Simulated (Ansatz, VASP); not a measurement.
# Sn in VASP and in Ansatz

INCAR

```
SYSTEM = Sn
PREC     = Accurate       ! precision mode
ENCUT    = 520            ! plane-wave cutoff, eV
EDIFF    = 1E-6           ! SCF threshold, eV
ISMEAR   = -1             ! smearing method
SIGMA    = 0.03           ! smearing width, eV
LREAL    = .False.        ! projectors in reciprocal space
LASPH    = .True.         ! aspherical terms in the spheres
NELM     = 60             ! most SCF steps
ALGO     = Normal         ! electronic algorithm
ISIF     = 2              ! what is computed and relaxed
LWAVE    = .False.        ! write WAVECAR
LCHARG   = .False.        ! write CHGCAR
GGA      = CA             ! functional
NBANDS   = 21             ! bands
```

The input KPOINTS:

```
regular mesh
0
Gamma
  9 9 9
  0 0 0
```

POSCAR

```
Sn
1.0
   -0.0973680000      3.1969160000      3.1969160000
    3.1969160000     -0.0973680000      3.1969160000
    3.1969160000      3.1969160000     -0.0973680000
Sn
2
Direct
    0.5000000000      0.5000000000      0.5000000000
    0.7500000000      0.7500000000      0.7500000000
```

Input for Ansatz:

```yaml
crystal:
  lattice:
    - [-0.097368, 3.196916, 3.196916]
    - [3.196916, -0.097368, 3.196916]
    - [3.196916, 3.196916, -0.097368]
  atoms:
    - { symbol: Sn, position: [0.5, 0.5, 0.5] }
    - { symbol: Sn, position: [0.75, 0.75, 0.75] }
kpoints:
  mp_grid: { grid: [9, 9, 9] }
  band_path:
    path:
      - [0.0, 0.0, 0.0]
      - [0.5, 0.5, 0.5]
      - [0.2579113083, 0.5, 0.7420886917]
      - [-0.2579113083, 0.2579113083, 0.5]
      - [0.0, 0.0, 0.5]
      - [0.0, 0.0, 0.0]
      - [-0.3789556542, 0.0, 0.3789556542]
      - [0.0, 0.3789556542, 0.6210443458]
      - [0.0, 0.5, 0.5]
    npoints: 5
scf:
  occupations: { method: fermi_dirac, width: 0.03 }
hamiltonian:
  xc: lda
  pseudopotentials: { kind: all_electron, lapw: { basis_error: 0.00025 } }
output:
  forces: true
  stress: true
  eigenvalues: true
```

Change from the starting cell: equal xy, yz and zx shear strains of -3 %.

Alike in both runs: task single point; functional LDA; k mesh 9 × 9 × 9; occupations fermi-dirac, width 0.03 eV; no spin polarisation.

|  | VASP | Ansatz |
| --- | --- | --- |
| version | VASP 6.6.1 | Ansatz 0.2.0 |
| potentials or method | VASP PAW LDA potentials, release 64 (Sn_d) | all-electron LAPW, scalar-relativistic |
| plane-wave cutoff (eV) | 520 | see its input |

Ansatz gave:

| Quantity | Value |
| --- | --- |
| pressure (GPa) | -0.2 |
| largest component of the traceless stress (GPa) | 1.60 |
| rms of the force components (eV/Å) | 0.300 |

**Question.** What did VASP give for the same quantities?

**Answer.** Pressure (GPa): -0.2; largest component of the traceless stress (GPa): 1.61; rms of the force components (eV/Å): 0.302.

Atom by atom the forces differ by 0.002 eV/Å (rms over components). Ansatz ran all-electron here, so the differences hold the error of VASP's frozen core and of both bases.
